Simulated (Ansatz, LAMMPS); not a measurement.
# Which site? a vacancy of O in amorphous Al2O3 (155 atoms), part 2 of 2

At which site of amorphous Al2O3 (155 atoms) does a vacancy of O cost least, and what about the site decides it?

Ansatz 0.2.0; Kohn-Sham DFT, PBE, PAW (set soft_2), plane waves.

The cell: 62 Al and 93 O. The quench rate of 20 K/ps far exceeds what a furnace or splat quench reaches. The network of bonds at the start is that of the classical potential that made the cell. The Brillouin zone is sampled at Γ only, in a cell whose shortest periodic width is 12 Å.

So far. Step 2 (Single point at the start): The r.m.s. force at the start is 0.37 eV/Å. Step 3 (Relaxation): The relaxation converged after 16 steps, 3.68 eV below its start, with a largest force component of 0.039 eV/Å.

**5. Vacancy of O, site O121**

The site has 2 bonded neighbours (Al2) at 1.73 Å on average, by cutoffs that count no bonds between two metal atoms or like ions. The change is made in the relaxed cell and the atoms are relaxed again, with spin allowed.

The input, input.yaml:

```yaml
crystal:
  lattice:
    - [12.2588, 0.0, 0.0]
    - [0.0, 12.2588, 0.0]
    - [0.0, 0.0, 12.2588]
  atoms:
    [... atom lines 1 to 117 left out ...]
    - { symbol: O, position: [0.81396, 0.70266, 0.66512] }
    - { symbol: O, position: [0.13667, 0.70385, 0.51154] }
    - { symbol: O, position: [0.81807, 0.14713, 0.25404] }
    - { symbol: O, position: [0.63798, 0.31025, 0.74351] }
    - { symbol: O, position: [0.72378, 0.71996, 0.24587] }
    - { symbol: O, position: [0.71663, 0.5445, 0.10886] }
    - { symbol: O, position: [0.25315, 0.51989, 0.45924] }
    [... atom lines 125 to 154 left out ...]
magnetization:
  spin_polarized: true
kpoints:
  mp_grid: { grid: [1, 1, 1] }
hamiltonian:
  xc: pbe
scf:
  occupations: { method: fermi_dirac, width: 0.025 }
  lower_state_search: "off"
output:
  forces: true
  eigenvalues: true
relax:
  f_tol: 0.05
  max_steps: 90
```

Command:

```sh
$ ansatz run input.yaml --threads 4 --pin off --max-ram 8192MiB --backend cpu --events-out ev --progress --plain --runs-dir out
```

Numbers of over 12 decimals in the logs are rounded to 6 here.

Log:

```text
[...]
Crystal: 154 atoms, lattice volume = 1842.230 Å³
Basis set: ecut = 420 eV, 36041 PW (Γ), exchange–correlation on 180×180×180 points (8 copies of the dense FFT grid, shifted against one another)
Bands: 524, of which v1, the nominal top of the filled ones, is band 369 counted from 1 (368 counted from 0)
Symmetry: 1 space group operations
[...]
k-points: 1
[...]
Starting moments: Σ|m| = 1.2 μB on 2 of 154 sites
[...]
SCF iter   1: F=—  HF=-85818.843177 eV  |F-HF|=—  |Δ(HF+E_count)|=         —  Δρ=6.05e-2 (↑6.03e-2 ↓6.05e-2)  dr2=2.87e2  dr2_m=4.56e-2  M=0.000 μB ∫|m|=0.209 μB  β_m=0.30  ethr=3.10e-3  ⟨swp⟩=6.0  Hψ=4498  notcnv=0  defer=104
[...]
spin=Collinear: Resta preconditioning applied to the charge; magnetization (m = ρ↑ − ρ↓) channel mixes plain (no charge-response kernel on spin).
SCF iter   2: F=—  HF=-85752.757719 eV  |F-HF|=—  |Δ(HF+E_count)|=    6.61e1  Δρ=2.64e-2 (↑2.63e-2 ↓2.64e-2)  dr2=6.15e1  dr2_m=2.26e-2  M=0.000 μB ∫|m|=0.180 μB  β_m=0.30  ethr=3.10e-3  ⟨swp⟩=2.0  Hψ=1952  notcnv=0  defer=302
[...]
SCF iter   6: F=—  HF=-85738.200238 eV  |F-HF|=—  |Δ(HF+E_count)|=   8.38e-2  Δρ=8.02e-4 (↑8.02e-4 ↓7.95e-4)  dr2=3.38e-2  dr2_m=1.59e-3  M=0.000 μB ∫|m|=0.077 μB  β_m=0.30  ethr=1.62e-5  ⟨swp⟩=3.5  Hψ=1322  notcnv=0  defer=302
[...]
spin-set hold released at iteration 6 (site moments contracting): the magnetisation degrees of freedom join the quasi-Newton model from the next iteration; the mixer history was flushed
SCF iter   7: F=—  HF=-85738.220220 eV  |F-HF|=—  |Δ(HF+E_count)|=   2.00e-2  Δρ=5.91e-4 (↑5.91e-4 ↓5.90e-4)  dr2=2.14e-2  dr2_m=8.98e-4  M=0.000 μB ∫|m|=0.058 μB  β_m=0.65  ethr=4.59e-6  ⟨swp⟩=1.5  Hψ=898  notcnv=0  defer=302
[...]
SCF iter  11: F=-85738.254613 eV  HF=-85738.254613 eV  |F-HF|=1.66e-7  |Δ(HF+E_count)|=   8.66e-6  Δρ=9.93e-6 (↑9.05e-6 ↓9.93e-6)  dr2=7.34e-6  dr2_m=3.40e-7  M=0.000 μB ∫|m|=0.001 μB  ethr=8.47e-9  ⟨swp⟩=18.0  Hψ=6209  notcnv=0
WARN: the starting moments were not kept: the SCF closed with an absolute magnetisation of 1.0e-3 μB, where they sum to 1.2 μB in size (2 sites). That is at most 0.1 of that sum. Measured as dr2_m measures the in/out step, that magnetisation stands 5.7e-8 eV from none, [...]
SCF 1 converged in 11 iterations: F = -85738.254613 eV  dr2 = 7.34e-6
[...]
relax step   1: F+E_penalty+E_count = -85738.25461316 eV  Δ(F+E_penalty+E_count) = +0.000e0 eV  max|allowed force component| = 1.847e0 eV/Å  Δτ_max = 0.0000 Å  (11 SCF iters, dr2 threshold 6.25e-5 eV, accepted)
[... from here on, the SCF cycles and remarks between the steps are left out ...]
relax step   2: F+E_penalty+E_count = -85738.77800826 eV  Δ(F+E_penalty+E_count) = -5.234e-1 eV  max|allowed force component| = 7.680e-1 eV/Å  Δτ_max = 0.1959 Å  (6 SCF iters, dr2 threshold 1.00e-4 eV, accepted)
relax step   3: F+E_penalty+E_count = -85739.03304768 eV  Δ(F+E_penalty+E_count) = -2.550e-1 eV  max|allowed force component| = 4.570e-1 eV/Å  Δτ_max = 0.2000 Å  (6 SCF iters, dr2 threshold 3.69e-5 eV, accepted)
relax step   4: F+E_penalty+E_count = -85739.07755702 eV  Δ(F+E_penalty+E_count) = -4.451e-2 eV  max|allowed force component| = 3.929e-1 eV/Å  Δτ_max = 0.0877 Å  (6 SCF iters, dr2 threshold 3.61e-5 eV, accepted)
relax step   5: F+E_penalty+E_count = -85739.09465792 eV  Δ(F+E_penalty+E_count) = -1.710e-2 eV  max|allowed force component| = 8.742e-2 eV/Å  Δτ_max = 0.0245 Å  (4 SCF iters, dr2 threshold 5.47e-5 eV, accepted)
relax step   6: F+E_penalty+E_count = -85738.58053108 eV  Δ(F+E_penalty+E_count) = +5.141e-1 eV  max|allowed force component| = 1.671e0 eV/Å  Δτ_max = 0.2000 Å  (11 SCF iters, rejected (line search))
relax step   7: F+E_penalty+E_count = -85739.10597692 eV  Δ(F+E_penalty+E_count) = -1.132e-2 eV  max|allowed force component| = 1.038e-1 eV/Å  Δτ_max = 0.0347 Å  (10 SCF iters, accepted)
relax step   8: F+E_penalty+E_count = -85739.11567606 eV  Δ(F+E_penalty+E_count) = -9.699e-3 eV  max|allowed force component| = 8.100e-2 eV/Å  Δτ_max = 0.1000 Å  (9 SCF iters, accepted)
relax step   9: F+E_penalty+E_count = -85739.11893830 eV  Δ(F+E_penalty+E_count) = -3.262e-3 eV  max|allowed force component| = 5.957e-2 eV/Å  Δτ_max = 0.0261 Å  (6 SCF iters, dr2 threshold 3.99e-6 eV, accepted)
relax step  10: F+E_penalty+E_count = -85739.05616011 eV  Δ(F+E_penalty+E_count) = +6.278e-2 eV  max|allowed force component| = 3.580e-1 eV/Å  Δτ_max = 0.2000 Å  (10 SCF iters, rejected (line search))
relax step  11: F+E_penalty+E_count = -85739.12111987 eV  Δ(F+E_penalty+E_count) = -2.182e-3 eV  max|allowed force component| = 5.285e-2 eV/Å  Δτ_max = 0.0468 Å  (9 SCF iters, accepted)
relax step  12: F+E_penalty+E_count = -85739.12006085 eV  Δ(F+E_penalty+E_count) = +1.059e-3 eV  max|allowed force component| = 7.360e-2 eV/Å  Δτ_max = 0.0555 Å  (9 SCF iters, rejected (line search))
relax step  13: F+E_penalty+E_count = -85739.12302039 eV  Δ(F+E_penalty+E_count) = -1.901e-3 eV  max|allowed force component| = 3.147e-2 eV/Å  Δτ_max = 0.0202 Å  (8 SCF iters, accepted)
SCF converged after 8 iterations
Magnetization: 0.0000 μB (369.0000 up, 369.0000 down)
Absolute magnetization: 0.0000 μB (∫|ρ↑−ρ↓|, with the PAW one-centre terms)
[...]
Per-site moments (μB) at R_I (Å): [(4.2378546548314167e-10, 0.726796), (-6.342334255011448e-9, 0.732415), (2.1405824120970214e-10, 0.760500), (6.273528653570273e-11, 0.729204), (1.9999510372070701e-10, [...]
Free energy (F): -85739.123020 eV
[...]
Internal energy: -85739.123020 eV  (E = F + TS)
E sigma→0 (E₀):  -85739.123020 eV
Fermi energy:    6.856928 eV
[...]
Σ components = -85739.123020   (vs F -85739.123020, Δ=0.00e0)
--- Forces (eV/Å), atoms counted from 1 ---
  atom   1  Al     0.00250403     0.00259640     0.00027992
  atom   2  Al     0.00225265     0.00389699     0.00463111
  atom   3  Al    -0.00044065     0.00128187    -0.00106217
  atom   4  Al     0.00163757     0.00009563    -0.00113543
[...]
atom 154  O     -0.00311037    -0.00275293    -0.00186754
  max |Σ_I F_I| component: 1.16e-4 eV/Å
--- Band table (eV) ---
[...]
--- Relaxed structure (13 steps of the walk, 10 accepted, 0 SCFs on fresh bases) ---
  F+E_penalty+E_count = -85739.12302039 eV   max|allowed force component| = 3.147e-2 eV/Å
  atoms:
    - { symbol: Al, position: [0.930281, 0.999449, 0.372552] }
    - { symbol: Al, position: [0.416611, 0.784830, 0.898259] }
    - { symbol: Al, position: [0.023992, 0.527402, 0.244378] }
    - { symbol: Al, position: [0.873526, 0.349938, 0.650670] }
[...]
- { symbol: O, position: [0.659670, 0.076698, 0.751251] }
```

The job ended after 14 min (4 threads of Arm Neoverse V2, shared host; peak memory 4.7 GiB).

The program notes that starting moments were not kept.

The relaxation converged after 13 steps, 0.868 eV below its start, with a largest force component of 0.031 eV/Å.

The surroundings of the place of the removed atom, after relaxation: 12 atoms, nearest first, with positions taken from that point. Atoms keep their numbers of the cell before the removal, where the removed atom was number 121.

```csv
atom,x,y,z,distance (Å),bonds
Al45,1.23,0.71,-0.54,1.51,3
Al2,-1.23,0.12,-0.99,1.58,3
O114,1.94,-0.67,0.42,2.09,3
O75,0.25,0.62,2.45,2.53,3
Al35,1.24,-0.84,2.05,2.54,5
O95,-0.34,-1.77,2.12,2.78,3
O147,-2.36,1.44,-0.37,2.79,3
O148,-2.32,-1.32,-0.88,2.81,3
O117,1.73,2.28,0.06,2.86,2
O151,-1.11,0.15,-2.76,2.98,2
Al25,-1.34,-0.32,2.67,3.00,5
O105,1.80,0.87,-2.32,3.06,3
```

The column of bonds counts only the pairs O-Al within 2.49 Å; other neighbours, such as metal atoms beside each other in a compound, aren't counted, and periodic images can show an atom twice.

The largest move is 0.47 Å, by O114.

**6. Vacancy of O, site O135**

The site has 4 bonded neighbours (Al4) at 1.95 Å on average. 

Input and log are left out; they have the form of those shown for this kind of step.

Run time: 6.5 min. Hardware: 4 threads of Arm Neoverse V2, shared host; peak memory 4.7 GiB.

The relaxation converged after 6 steps, 0.146 eV below its start, with a largest force component of 0.048 eV/Å.

**7. Vacancy of O, site O98**

The site has 3 bonded neighbours (Al3) at 1.86 Å on average. 

Input and log are left out; they have the form of those shown for this kind of step.

Elapsed: 7.7 min, on 4 threads of Arm Neoverse V2, shared host; peak memory 4.7 GiB.

The relaxation converged after 8 steps, 0.180 eV below its start, with a largest force component of 0.033 eV/Å.

The surroundings of the place of the removed atom, after relaxation: 12 atoms, nearest first, with positions taken from that point. Atoms keep their numbers of the cell before the removal, where the removed atom was number 98.

```csv
atom,x,y,z,distance (Å),bonds
Al46,0.83,-0.99,1.08,1.69,3
Al30,0.52,1.54,-0.72,1.78,4
Al17,-1.78,-0.24,-0.56,1.88,4
O109,-0.70,0.39,-2.02,2.17,4
O148,1.25,2.18,0.81,2.65,3
O73,-2.41,-0.42,1.23,2.74,3
O103,1.05,0.14,2.58,2.79,3
O96,-0.41,-2.16,1.80,2.84,3
Al5,0.27,1.78,2.25,2.88,4
O64,1.73,1.23,-2.05,2.95,3
Al55,0.79,-0.09,-2.87,2.98,4
O152,2.48,-1.50,0.73,2.99,2
```

The column of bonds counts only the pairs O-Al within 2.27 Å; other neighbours, such as metal atoms beside each other in a compound, aren't counted, and periodic images can show an atom twice.

The largest move is 0.33 Å, by O109.

**8. Vacancy of O, site O114**

The site has 3 bonded neighbours (Al3) at 1.81 Å on average. 

Input and log are left out; they have the form of those shown for this kind of step.

Run time: 11 min. Hardware: 4 threads of Arm Neoverse V2, shared host; peak memory 4.7 GiB; 44 min of CPU time.

The relaxation converged after 11 steps, 0.337 eV below its start, with a largest force component of 0.024 eV/Å.

**9. Vacancy of O, site O68**

The site has 3 bonded neighbours (Al3) at 1.87 Å on average. 

Input and log are left out; they have the form of those shown for this kind of step.

It took 11 min on 4 threads of Arm Neoverse V2, shared host; peak memory 4.7 GiB; 42 min of CPU time.

The relaxation converged after 12 steps, 0.409 eV below its start, with a largest force component of 0.017 eV/Å.

**10. Vacancy of O, site O78**

The site has 2 bonded neighbours (Al2) at 1.71 Å on average. 

Input and log are left out; they have the form of those shown for this kind of step.

The job ended after 14 min (4 threads of Arm Neoverse V2, shared host; peak memory 4.7 GiB).

The relaxation converged after 15 steps, 0.432 eV below its start, with a largest force component of 0.031 eV/Å.

The surroundings of the place of the removed atom, after relaxation: 10 atoms, nearest first, with positions taken from that point. Atoms keep their numbers of the cell before the removal, where the removed atom was number 78.

```csv
atom,x,y,z,distance (Å),bonds
Al21,0.18,-0.54,-1.30,1.42,3
Al34,-0.15,-0.06,1.50,1.50,3
O124,1.09,0.89,-2.21,2.62,3
O65,1.30,0.90,2.26,2.76,3
O69,-1.66,0.99,1.98,2.76,3
O144,-1.20,-0.68,-2.48,2.84,3
O101,1.12,-1.97,-1.91,2.96,3
O139,-0.93,-2.81,-0.44,2.99,3
O70,-0.71,-1.48,2.53,3.02,3
O71,1.01,-2.70,1.00,3.05,3
```

The column of bonds counts only the pairs O-Al within 2.33 Å; other neighbours, such as metal atoms beside each other in a compound, aren't counted, and periodic images can show an atom twice.

The largest move is 0.32 Å, by Al21.

**11. The sites compared**

All these cells hold the same atoms, so their energies can be compared with no chemical potential.

```csv
site,neighbours,mean distance (Å),atoms within 6 Å,energy over the best site (eV),before relaxation (eV),gain on relaxing (eV)
O121,Al2,1.73,73,0.00,0.00,0.87
O78,Al2,1.71,74,0.72,0.28,0.43
O114,Al3,1.81,71,0.95,0.42,0.34
O68,Al3,1.87,80,1.17,0.71,0.41
O135,Al4,1.95,73,1.27,0.55,0.15
O98,Al3,1.86,72,1.44,0.75,0.18
```

Neighbours are those of the relaxed host within 2.27 Å (O-Al); other pairs aren't counted.

**12. What came out**

The cheapest site is O121 (2 neighbours, Al2); the dearest, O98 (3 neighbours, Al3), costs 1.4 eV more. By coordination the energies over the best site are 0.00 to 0.72 eV with 2 neighbours, 0.95 to 1.44 eV with 3 neighbours and 1.27 eV with 4 neighbours. Relaxation gains 0.15 to 0.87 eV and leaves the best site the same.

**Limits.** Defects are neutral and interact with their images. The reference ran with gaussian smearing of 0.05 eV, but 6 of the 6 defect cells with fermi-dirac smearing of 0.025 eV, spin polarised. In a disordered cell the relaxation can also rearrange atoms far from the site. In the spin-polarised runs the search for a state of lower energy was switched off. Only 6 of the 93 O sites were tried; unless symmetry makes the others alike to these, a cheaper one may exist.

The DFT runs together took 70 min of wall time.

[Logs are printed without paths, hosts, clocks, repeated set-up lines and the standing remarks that a program may print on its own settings, such as how far it seeks lower states.]

[Hosts, paths, dates, database ids (printed as entryN), source tags and the programs' standing remarks are cut or masked in the printed files.]
